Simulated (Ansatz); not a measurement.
# SiO2: the cost of one run

Method: DFT, PBE, plane-wave PAW, default files, scalar-relativistic, as far as a step names no other, in Ansatz 0.2.0.

1 further run of the same task is left out (it didn't finish).

### Step 1. The structure to begin with

Symmetry: Cmce, No. 64, orthorhombic system. Conventional cell: a = 9.016 Å, b = 10.255 Å, c = 8.993 Å, α = 90.00°, β = 90.00°, γ = 90.00°. Around Si (site symmetry 1) lie 4 O at 1.60 to 1.61 Å. O (site symmetry 2) is surrounded by 2 Si at 1.60 Å. O (site symmetry m) is surrounded by 2 Si at 1.61 Å. O (site symmetry -1) has 2 Si at 1.60 Å as nearest neighbours.

Coordinates:

```
CELL_PARAMETERS angstrom
4.50814 -5.12731 0.00000
4.50814 5.12731 0.00000
0.00000 0.00000 8.99270
ATOMIC_POSITIONS crystal
Si 0.30688 0.03930 0.90952
Si 0.46070 0.19312 0.59048
Si 0.03930 0.30688 0.09048
Si 0.19312 0.46070 0.40952
Si 0.96070 0.69312 0.90952
Si 0.69312 0.96070 0.09048
Si 0.80688 0.53930 0.59048
Si 0.53930 0.80688 0.40952
O 0.80782 0.80782 0.00000
O 0.63210 0.86790 0.25000
O 0.69218 0.69218 0.50000
O 0.33314 0.66686 0.38701
O 0.13210 0.36790 0.25000
O 0.86790 0.63210 0.75000
O 0.19218 0.19218 0.00000
O 0.36790 0.13210 0.75000
O 0.00000 0.50000 0.00000
O 0.16686 0.83314 0.88701
O 0.66686 0.33314 0.61299
O 0.83314 0.16686 0.11299
O 0.30782 0.30782 0.50000
O 0.50000 0.00000 0.00000
O 0.00000 0.50000 0.50000
O 0.50000 0.00000 0.50000
```

### Step 2. First run, atoms as given

The input, input.yaml:

```yaml
crystal:
  lattice:
    - [4.508138421, -5.1273102223, 0.0]
    - [4.508138421, 5.1273102223, 0.0]
    - [0.0, 0.0, 8.9926986]
  atoms:
    - { symbol: Si, position: [0.30687689, 0.03930053, 0.90952002] }
    - { symbol: Si, position: [0.46069947, 0.19312311, 0.59047998] }
    - { symbol: Si, position: [0.03930053, 0.30687689, 0.09047998] }
    - { symbol: Si, position: [0.19312311, 0.46069947, 0.40952002] }
    - { symbol: Si, position: [0.96069947, 0.69312311, 0.90952002] }
    - { symbol: Si, position: [0.69312311, 0.96069947, 0.09047998] }
    - { symbol: Si, position: [0.80687689, 0.53930053, 0.59047998] }
    - { symbol: Si, position: [0.53930053, 0.80687689, 0.40952002] }
    - { symbol: O, position: [0.80781623, 0.80781623, 0.0] }
    - { symbol: O, position: [0.63209758, 0.86790242, 0.25] }
    - { symbol: O, position: [0.69218377, 0.69218377, 0.5] }
    - { symbol: O, position: [0.33314225, 0.66685775, 0.38700594] }
    - { symbol: O, position: [0.13209758, 0.36790242, 0.25] }
    - { symbol: O, position: [0.86790242, 0.63209758, 0.75] }
    - { symbol: O, position: [0.19218377, 0.19218377, 0.0] }
    - { symbol: O, position: [0.36790242, 0.13209758, 0.75] }
    - { symbol: O, position: [0.0, 0.5, 0.0] }
    - { symbol: O, position: [0.16685775, 0.83314225, 0.88700594] }
    - { symbol: O, position: [0.66685775, 0.33314225, 0.61299406] }
    - { symbol: O, position: [0.83314225, 0.16685775, 0.11299406] }
    - { symbol: O, position: [0.30781623, 0.30781623, 0.5] }
    - { symbol: O, position: [0.5, 0.0, 0.0] }
    - { symbol: O, position: [0.0, 0.5, 0.5] }
    - { symbol: O, position: [0.5, 0.0, 0.5] }
kpoints:
  mp_grid: { grid: [3, 3, 3] }
scf:
  occupations: { method: fermi_dirac, width: 0.02 }
hamiltonian:
  xc: pbe
  pseudopotentials: { kind: paw }
output:
  forces: true
  stress: true
  populations: true
  efg: { quadrupole_moments_barn: { O: -0.02558 }, contact_densities: true }
```

On the command line:

```console
$ ansatz run input.yaml --threads 1 --pin off --max-ram 2560MiB --backend cpu --events-out ev --progress --plain --runs-dir out
```

**Question.** How long does this run take on 1 thread of Arm Neoverse V2, shared host, and how much memory does it need?

About 24 s, with a peak of 0.68 GiB.
